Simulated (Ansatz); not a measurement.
# Screening in CdTe (F-43m)

Aim: the electronic dielectric constant of CdTe (F-43m) by perturbation theory, a sum over states and the RPA step of G0W0.

Main program and level: Ansatz 0.2.0; linear response on PBE, plane waves, PAW.

## Step 1: The structure

The structure is cubic, space group F-43m (No. 216). Conventional cell: a = 6.480 Å, b = 6.480 Å, c = 6.480 Å, α = 90.00°, β = 90.00°, γ = 90.00°. Cd has 4 Te at 2.81 Å nearest. Nearest to Te lie 4 Cd at 2.81 Å. Farther neighbours and most contacts between anions are not listed.

Coordinates:

```cif
data_structure
_symmetry_space_group_name_H-M 'P 1'
_symmetry_Int_Tables_number 1
_cell_length_a 4.5821
_cell_length_b 4.5821
_cell_length_c 4.5821
_cell_angle_alpha 60.000
_cell_angle_beta 60.000
_cell_angle_gamma 60.000
_cell_volume 68.02
loop_
_atom_site_label
_atom_site_type_symbol
_atom_site_fract_x
_atom_site_fract_y
_atom_site_fract_z
_atom_site_occupancy
Cd1 Cd 0.00000 0.00000 0.00000 1
Te2 Te 0.25000 0.25000 0.25000 1
```

The cell and positions come from the Crystallography Open Database and are kept as given unless a step says otherwise. Spin-orbit coupling is left out unless a step names it. The default PAW set here is soft_1. Its files were made with PBE.

## Step 2: Response to a homogeneous field

ε∞ sets how strongly the crystal screens. Perturbation theory gives it with local fields and without a sum over empty bands.

This step: dielectric response by perturbation theory, PBE, plane waves, PAW.

File input.yaml:

```yaml
crystal:
  lattice:
    - [0.0, 3.24, 3.24]
    - [3.24, 0.0, 3.24]
    - [3.24, 3.24, 0.0]
  atoms:
    - { symbol: Cd, position: [0.0, 0.0, 0.0] }
    - { symbol: Te, position: [0.25, 0.25, 0.25] }
kpoints:
  mp_grid: { grid: [6, 6, 6] }
hamiltonian:
  xc: pbe
  pseudopotentials: { kind: paw, azcp: { folder: "./paw" } }
scf:
  occupations: { method: fixed }
dielectric: {}
```

Launch:

```bash
> ansatz run input.yaml --threads 3 --pin off --max-ram 92160MiB --backend cuda --events-out ev --progress --plain --runs-dir out --devices 1 --max-vram 13GiB
```

Numbers of over 12 decimals in the logs are rounded to 6 here.

The log of the run:

```text
GPUs: using 1 of 1 available (devices: 1).
Engine: ansatz 0.2.0, x86_64-unknown-linux-gnu
Pseudopotentials: kind: paw
Pseudopotential: Cd, paw, valence charge 20, recommended cutoff 420 eV (normal), <dir>
Pseudopotential: Te, paw, valence charge 16, recommended cutoff 420 eV (normal), <dir>
Functional definition: PBE
  parameter kappa = 0.804
  parameter beta = 0.066725
  exchange = pbe_x(kappa = kappa, mu = beta*pi^2/3)
  correlation = pbe_c(beta = beta)
device memory: the entry about to start is reckoned to put 1.4 GiB on a device that reports 60.7 GiB free (of which the cap on the GPU budget leaves the run 13.0 GiB)
GPU FFT provider: cuFFT
GPU libraries: cuBLAS 13.8.2, cuFFT 12.4.0, cuSOLVER 12.3.4
Crystal: 2 atoms, lattice volume = 68.024 Å³
Basis set: ecut = 420 eV, 1363 PW (Γ), exchange–correlation on 64×64×64 points (8 copies of the dense FFT grid, shifted against one another)
Bands: 22, of which v1, the nominal top of the filled ones, is band 18 counted from 1 (17 counted from 0)
Symmetry: 24 space group operations
k-points: 46 of 216 (irreducible under 4 space group operations, time reversal used)
Non-local potential: Cd, projectors of the file, l = 0: 3, l = 1: 2, l = 2: 2, l = 3: 1
Non-local potential: Te, projectors of the file, l = 0: 2, l = 1: 2, l = 2: 2, l = 3: 1
PAW form: soft (Blöchl's): semilocal exchange-correlation on the pseudo side does not see the compensation charge
PAW one-centre angular grid: Cd, 590 points (default); XC on 64 Gauss nodes
PAW one-centre angular grid: Te, 590 points (default); XC on 64 Gauss nodes
Initial density: superposition of atomic densities (chi_scale 0.1, normalization cell, long waves kept (reshape's long-wave potential 0.00 eV rms))
Initial wavefunctions: pseudopotential atomic-orbital guess
GPU buffer pool allocated for 32768 grid points (all kernels)
GPU transforms: local potential and band sums: pruned to the plane-wave sphere, on 32×32×32
Functional: x = pbe(κ = 0.804, μ = 0.219515), c = pbe(β = 0.066725)
SCF iter   1: F=—  HF=-15235.488888 eV  |F-HF|=—  |Δ(HF+E_count)|=         —  Δρ=2.11e-2  dr2=2.10e-1  ethr=3.10e-3  ⟨swp⟩=4.8  Hψ=3979  notcnv=0  defer=88
preconditioner: auto → none  [insulator: Δε(μ)=0.675 eV  Ē_g=11.592 eV  n_scr=14 (ndim 8)  ℏωp=19.1 eV  f_vac=0.156  ε∞_Penn≈3.7]
SCF iter   2: F=—  HF=-15235.463252 eV  |F-HF|=—  |Δ(HF+E_count)|=   2.56e-2  Δρ=8.92e-3  dr2=4.51e-2  ethr=5.83e-4  ⟨swp⟩=4.0  Hψ=2365  notcnv=0  defer=89
SCF iter   3: F=—  HF=-15235.465457 eV  |F-HF|=—  |Δ(HF+E_count)|=   2.20e-3  Δρ=4.37e-3  dr2=8.03e-3  ethr=1.25e-4  ⟨swp⟩=2.5  Hψ=1504  notcnv=0  defer=89
SCF iter   4: F=—  HF=-15235.466417 eV  |F-HF|=—  |Δ(HF+E_count)|=   9.60e-4  Δρ=5.56e-4  dr2=7.98e-5  ethr=2.23e-5  ⟨swp⟩=2.3  Hψ=1859  notcnv=0  defer=87
SCF iter   5: F=—  HF=-15235.466476 eV  |F-HF|=—  |Δ(HF+E_count)|=   5.91e-5  Δρ=1.15e-4  dr2=5.87e-6  ethr=2.22e-7  ⟨swp⟩=3.0  Hψ=1917  notcnv=0  defer=86
SCF iter   6: F=—  HF=-15235.467133 eV  |F-HF|=—  |Δ(HF+E_count)|=   6.57e-4  Δρ=2.97e-5  dr2=4.76e-7  ethr=1.63e-8  ⟨swp⟩=2.0  Hψ=1656  notcnv=0  defer=86
SCF iter   7: F=—  HF=-15235.467133 eV  |F-HF|=—  |Δ(HF+E_count)|=   4.39e-8  Δρ=3.56e-6  dr2=8.26e-9  ethr=1.32e-9  ⟨swp⟩=2.0  Hψ=1656  notcnv=0  defer=86
SCF iter   8: F=—  HF=-15235.467133 eV  |F-HF|=—  |Δ(HF+E_count)|=   1.76e-8  Δρ=4.87e-7  dr2=1.40e-10  ethr=2.30e-11  ⟨swp⟩=2.0  Hψ=1426  notcnv=0  defer=86
SCF iter   9: F=-15235.467133 eV  HF=-15235.467133 eV  |F-HF|=3.64e-12  |Δ(HF+E_count)|=  4.80e-10  Δρ=4.56e-8  dr2=1.30e-12  ethr=1.00e-12  ⟨swp⟩=7.9  Hψ=4357  notcnv=0
SCF 1 converged in 9 iterations: F = -15235.467133 eV  dr2 = 1.30e-12
  greatest PAW one-centre occupation: 1.000 electrons in one spin orbital (limit 2), on the Cd atom at site 0 (counted from 0), in its partial waves of l = 0
the response reads at least the filled bands of the reference SCF and the lowest empty band at each k-point, and that SCF's band table does not vouch for those bands. The notice of the band table in this run's record says why
device memory: the entry about to start is reckoned to put 0.4 GiB on a device that reports 59.5 GiB free (of which the cap on the GPU budget leaves the run 13.0 GiB)
NSCF: frozen V_eff on 1 k-points
device memory: the entry about to start is reckoned to put 0.4 GiB on a device that reports 60.2 GiB free (of which the cap on the GPU budget leaves the run 13.0 GiB)
NSCF: frozen V_eff on 1 k-points
device memory: the entry about to start is reckoned to put 0.1 GiB on a device that reports 60.1 GiB free (of which the cap on the GPU budget leaves the run 13.0 GiB)
device memory: the entry about to start is reckoned to put 0.9 GiB on a device that reports 60.1 GiB free (of which the cap on the GPU budget leaves the run 13.0 GiB)
DFPT response loops at Γ: preconditioner auto → none (the input reference at scf.mixing.eps_inf says where Resta's filter doesn't serve); β = 0.50; Broyden in place of MSR1
── the response to a field inside a basis, on 8×8×8 k-points: an SCF that follows is theirs, and a resumed run solves both again ──
device memory: the entry about to start is reckoned to put 0.2 GiB on a device that reports 54.2 GiB free (of which the cap on the GPU budget leaves the run 13.0 GiB)
GPU FFT provider: cuFFT
GPU libraries: cuBLAS 13.8.2, cuFFT 12.4.0, cuSOLVER 12.3.4
Bands: 19, of which v1, the nominal top of the filled ones, is band 18 counted from 1 (17 counted from 0)
k-points: 60
Initial density: handed on by an earlier stage of this run
Initial wavefunctions: pseudopotential atomic-orbital guess (no wavefunctions were taken with the density)
GPU buffer pool allocated for 32768 grid points (all kernels)
GPU transforms: band sums: pruned to the plane-wave sphere, on 32×32×32
Eigensolver: Dense (60 Hₖ)
SCF iter   1: F=—  HF=-15235.463829 eV  |F-HF|=—  |Δ(HF+E_count)|=         —  Δρ=2.35e-4  dr2=4.38e-5  ethr=1.00e-1
preconditioner: auto → none  [insulator: Δε(μ)=0.827 eV  Ē_g=9.328 eV  n_scr=14 (ndim 8)  ℏωp=19.1 eV  f_vac=0.189  ε∞_Penn≈5.2]
SCF iter   2: F=—  HF=-15235.463823 eV  |F-HF|=—  |Δ(HF+E_count)|=   5.41e-6  Δρ=9.51e-5  dr2=2.20e-6  ethr=1.22e-7
SCF iter   3: F=—  HF=-15235.463825 eV  |F-HF|=—  |Δ(HF+E_count)|=   1.94e-6  Δρ=4.46e-5  dr2=7.68e-7  ethr=6.11e-9
SCF iter   4: F=-15235.463826 eV  HF=-15235.463826 eV  |F-HF|=4.22e-8  |Δ(HF+E_count)|=   4.79e-7  Δρ=1.36e-5  dr2=9.11e-8  ethr=2.13e-9
SCF 1 converged in 4 iterations: F = -15235.463826 eV  dr2 = 9.11e-8
device memory: the entry about to start is reckoned to put 0.1 GiB on a device that reports 61.0 GiB free (of which the cap on the GPU budget leaves the run 12.9 GiB)
device memory: the entry about to start is reckoned to put 1.5 GiB on a device that reports 63.3 GiB free (of which the cap on the GPU budget leaves the run 12.9 GiB)
DFPT response loops at Γ: mixed as the last ones told, above
SCF converged after 9 iterations
Free energy (F): -15235.467133 eV
Harris-Foulkes:  -15235.467133 eV  (|F-HF|=3.64e-12)
Internal energy: -15235.467133 eV  (E = F + TS)
E sigma→0 (E₀):  -15235.467133 eV
Fermi energy:    7.460828 eV
--- Per-component energies (eV) ---
  E_band       = -789.878386
  E_kinetic    = 613.183002
  E_local      = -5808.770788  (includes V_loc(G=0)·N_el)
  E_nonlocal   = 186.526781
  E_hartree    = 2736.516249
  E_xc         = -278.895442
  E_vxc        = -297.905790  (∫ρ·V_xc dr)
  E_paw        = -8772.003043  (= ΣΔE_a)
  E_vpaw       = -955.944429  (= ΣTr[D̂ρ^β])
  E_aug_tail   = 0.000394  (compensation charges beyond the density's cutoff)
  E_ewald      = -3912.024287
  E_smearing   = -0.000000  (= −TS)
  E_closure    = -0.000000  (closes the sum)
  Σ components = -15235.467133   (vs F -15235.467133, Δ=0.00e0)
--- Band table (eV; the first three rows and the last of 46) ---
  k-point 0: bands = [... 14 lower, -0.5604, 7.4608, 7.4608, 7.4608, 8.2316, 12.0778, 12.0778, 12.0778]
  k-point 1: bands = [... 14 lower, -0.5616, 5.7263, 7.2332, 7.2332, 9.3200, 12.1929, 12.4162, 12.4162]
  k-point 2: bands = [... 14 lower, -0.4577, 3.8834, 6.8521, 6.8521, 9.3928, 12.7030, 12.7030, 13.7221]
  k-point 45: bands = [... 14 lower, -0.0551, 3.2906, 5.0782, 5.8638, 11.1694, 12.1016, 13.2232, 14.7759]
--- Dielectric response (ions clamped): 3 representative field directions + reference, inside a basis on a mesh of 512 k-points (Σ response iterations 15) ---
  ε∞ (high-frequency dielectric tensor):
        8.674429     0.000000    -0.000000
        0.000000     8.674429     0.000000
       -0.000000     0.000000     8.674429
  Born effective charges Z* (e; rows j = field, columns β = displacement):
    site 0:
         2.18193   -0.00000    0.00000
         0.00000    2.18193    0.00000
        -0.00000    0.00000    2.18193
    site 1:
        -2.18193    0.00000   -0.00000
        -0.00000   -2.18193   -0.00000
         0.00000   -0.00000   -2.18193
  Z* charge neutrality: 8.814e-4 e pre-enforcement
  solved inside a basis spanned on kpoints, on 8×8×8 k-points transformed towards the longest dipole: ε∞ is read to err by 2.6e-2, Z* by 2.2e-2 e (field_mesh: kpoints solves on kpoints); Z* is corrected for what the basis lacks
```

It took 33 s on 1 × NVIDIA H100 80GB HBM3 (shared by 6 runs) with 3 threads of AMD EPYC 7R13 (Zen 3), shared host; peak memory 1.4 GiB.

In the SCF lines HF is the Harris–Foulkes energy and dr2 the Hartree energy of the density residual, in eV; the loop may stop once dr2 is under the threshold and the program's other checks hold. Hψ counts applications of the Hamiltonian.

Numbers from this step:

```yaml
stated_error_of_eps_infinity: 0.026
```

One over ε∞ averages 0.12, well under the quarter of exact exchange in PBE0, which by this rule of thumb may open the gap too far.

High-frequency dielectric tensor:

```
8.67 0.00 0.00
0.00 8.67 0.00
0.00 0.00 8.67
```

Born effective charge (e), principal values of the symmetric part by kind of site:

| atom | atoms with these values | low | middle | high | mean |
| --- | --- | --- | --- | --- | --- |
| Cd1 | 1 | 2.18 | 2.18 | 2.18 | 2.18 |
| Te2 | 1 | -2.18 | -2.18 | -2.18 | -2.18 |

In full for Cd1:

```
2.18 0.00 0.00
0.00 2.18 0.00
0.00 0.00 2.18
```

## Step 3: Independent-particle spectrum

The independent-particle spectrum shows where the oscillator strength lies, before excitons and local fields.

This step: independent-particle optics on PBE, plane waves, PAW.

Changes to input.yaml since step 2:

```diff
@@ -15,2 +15,4 @@
   occupations: { method: fixed }
-dielectric: {}
+  n_extra_bands: 46
+output:
+  optics: { e_range: [0, 25], de: 0.1, sigma: 0.2 }
```

The log of the run:

```text
[...]
GPUs: using 1 of 1 available (devices: 1).
[...]
GPU FFT provider: cuFFT
GPU libraries: cuBLAS 13.8.2, cuFFT 12.4.0, cuSOLVER 12.3.4
Crystal: 2 atoms, lattice volume = 68.024 Å³
Basis set: ecut = 420 eV, 1363 PW (Γ)
Bands: 64, of which v1, the nominal top of the filled ones, is band 18 counted from 1 (17 counted from 0)
Symmetry: 24 space group operations
[...]
k-points: 16 of 216 (time reversal used)
[...]
GPU buffer pool allocated for 32768 grid points (all kernels)
[...]
SCF iter   1: F=—  HF=-15235.489501 eV  |F-HF|=—  |Δ(HF+E_count)|=         —  Δρ=2.12e-2  dr2=2.11e-1  ethr=3.10e-3  ⟨swp⟩=4.8  Hψ=3469  notcnv=0  defer=699
[...]
SCF iter   9: F=-15235.467136 eV  HF=-15235.467136 eV  |F-HF|=0.00e0  |Δ(HF+E_count)|=  5.75e-10  Δρ=4.12e-8  dr2=5.72e-13  ethr=1.00e-12  ⟨swp⟩=14.2  Hψ=8774  notcnv=0
SCF 1 converged in 9 iterations: F = -15235.467136 eV  dr2 = 5.72e-13
[...]
Optics k sum: 0 of 16 k-points
Optics k sum: 1 of 16 k-points
[...]
Optics k sum: 16 of 16 k-points
[...]
SCF converged after 9 iterations
Free energy (F): -15235.467136 eV
[...]
Internal energy: -15235.467136 eV  (E = F + TS)
E sigma→0 (E₀):  -15235.467136 eV
Fermi energy:    7.460829 eV
[...]
--- Band table (eV; the first three rows and the last of 16) ---
  k-point 0: bands = [... 14 lower, -0.5604, 7.4608, 7.4608, 7.4608, 8.2316, 12.0778, 12.0778, 12.0778, ... 42 higher]
  k-point 1: bands = [... 14 lower, -0.5616, 5.7263, 7.2332, 7.2332, 9.3200, 12.1929, 12.4162, 12.4162, ... 42 higher]
  k-point 2: bands = [... 14 lower, -0.4577, 3.8834, 6.8521, 6.8521, 9.3928, 12.7030, 12.7030, 13.7221, ... 42 higher]
  k-point 15: bands = [... 14 lower, -0.0068, 3.2456, 5.2506, 5.3429, 11.1786, 11.2576, 14.1562, 14.4547, ... 42 higher]
```

The job ended after 21 s (1 × NVIDIA H100 80GB HBM3 (shared by 6 runs) with 3 threads; peak memory 1.3 GiB).

Numbers from this step:

```yaml
eps_infinity_without_local_fields_xx_yy_zz: 9.161, 9.161, 9.161
electrons_in_the_f_sum_xx_yy_zz: 25.61, 25.61, 25.61
bands_in_the_explicit_sum_the_static_value_is_completed_to_all_bands: 64
```

The sum gives ε∞ = 9.16 without local fields.

The ε₂, xx=yy=zz has structure finer than the step of the table below, so its rows give means over 1 eV, whole bins alone (the curve runs from 0 to 25 eV). Peaks (eV: height): 2.8: 9.38, 4.5: 17.9, 5.8: 9.31.

Independent particles, no local fields, Gaussian width 0.2 eV. ε₂, xx=yy=zz against photon energy; means over each step:

| photon energy (eV) | ε₂, xx=yy=zz |
| --- | --- |
| 1 | 0.994 |
| 2 | 3.12 |
| 3 | 8.21 |
| 4 | 10.1 |
| 5 | 10.2 |
| 6 | 7.62 |
| 7 | 4.00 |
| 8 | 1.95 |
| 9 | 1.41 |
| 10 | 1.01 |
| 11 | 0.905 |
| 12 | 0.639 |
| 13 | 0.723 |
| 14 | 0.646 |
| 15 | 0.427 |
| 16 | 0.423 |
| 17 | 0.373 |
| 18 | 0.354 |
| 19 | 0.408 |
| 20 | 0.377 |
| 21 | 0.297 |
| 22 | 0.297 |
| 23 | 0.295 |
| 24 | 0.292 |

The loss function, xx=yy=zz has structure finer than the step of the table below, so its rows give means over 1 eV, whole bins alone (the curve runs from 0 to 25 eV). Peaks (eV: height): 12.0: 1.67, 14.4: 1.97.

Independent particles, no local fields, Gaussian width 0.2 eV. The loss function, xx=yy=zz by photon energy; means over each step:

| photon energy (eV) | loss function, xx=yy=zz |
| --- | --- |
| 1 | 0.00945 |
| 2 | 0.0211 |
| 3 | 0.0602 |
| 4 | 0.0567 |
| 5 | 0.105 |
| 6 | 0.117 |
| 7 | 0.158 |
| 8 | 0.260 |
| 9 | 0.438 |
| 10 | 0.721 |
| 11 | 1.00 |
| 12 | 1.50 |
| 13 | 1.28 |
| 14 | 1.54 |
| 15 | 1.49 |
| 16 | 1.12 |
| 17 | 0.938 |
| 18 | 0.675 |
| 19 | 0.660 |
| 20 | 0.692 |
| 21 | 0.555 |
| 22 | 0.458 |
| 23 | 0.441 |
| 24 | 0.421 |

(Part 1 of 2 ends here.)

[Paths, hosts, dates, memory and timing lines, banners, echoed tables and standing remarks are left out of the program output.]

[Logs are printed without paths, hosts, clocks, repeated set-up lines and the standing remarks that a program may print on its own settings, such as how far it seeks lower states.]

[Runs of the session that timed out or met a known fault of the program may be left out.]

[Cells called generated may have been cut or substituted from an entry of the Crystallography Open Database or the Materials Project.]

[Hosts, paths, dates, database ids (printed as entryN), source tags and the programs' standing remarks are cut or masked in the printed files.]
